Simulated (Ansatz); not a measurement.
NaBr:
```
NaBr
1.0
    0.00000     3.01760     3.01760
    3.01760     0.00000     3.01760
    3.01760     3.01760     0.00000
Na Br
1 1
Direct
  0.00000   0.00000   0.00000
  0.50000   0.50000   0.50000
```

Relaxed with PBE.

Question: Give the Bader charges and basin volumes of the independent atoms, plane-wave PAW PBE (Ansatz code).

Answer: 

```tsv
atom	Bader charge (e)	Bader volume (Å³)
Na1	+0.86	10.2
Br2	-0.86	44.7
```

Space group Fm-3m (rock salt). Symmetry was held in the PBE relaxation.

Potentials: the later of the program's two PAW sets.
